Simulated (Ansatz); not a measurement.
# Pb in Ansatz: the effect of target pressure

Pb:

```xyz
1
Lattice="0.0000 2.4750 2.4750 2.4750 0.0000 2.4750 2.4750 2.4750 0.0000" Properties=species:S:1:pos:R:3 pbc="T T T"
Pb    0.0000    0.0000    0.0000
```

Alike in all runs:

| Item | Value |
| --- | --- |
| Program | Ansatz 0.2.0 |
| Task | relaxation of cell and atoms |
| Functional | PBEsol |
| Potentials or basis | Ansatz PAW |
| Cutoff | 420 eV (not typed: the program's choice for these potentials) |
| k mesh | 9 × 9 × 9 |
| Occupations | fermi-dirac, width 0.05 eV |
| Spin | no spin polarisation |

Each run relaxes the cell or the atoms first.

One run gave: relaxed volume 28.85 Å³/atom. Which target pressure did it use?
A. 5 GPa
B. 20 GPa
C. 2 GPa
D. 0 GPa
E. 30 GPa

C.

```csv
target pressure,relaxed volume (Å³/atom)
0 GPa,29.94
2 GPa,28.85
5 GPa,27.57
10 GPa,25.92
20 GPa,23.70
30 GPa,22.21
```

Caveats: the plane-wave basis is chosen anew once the cell has moved, so the energies of steps on either side of that aren't comparable; the PAW data sets come from PBE, with cores solved anew for the run's functional, which leaves a small shift of forces and pressure; the volume moved by over 15 % at a fixed basis, so the end points are rough (some runs).
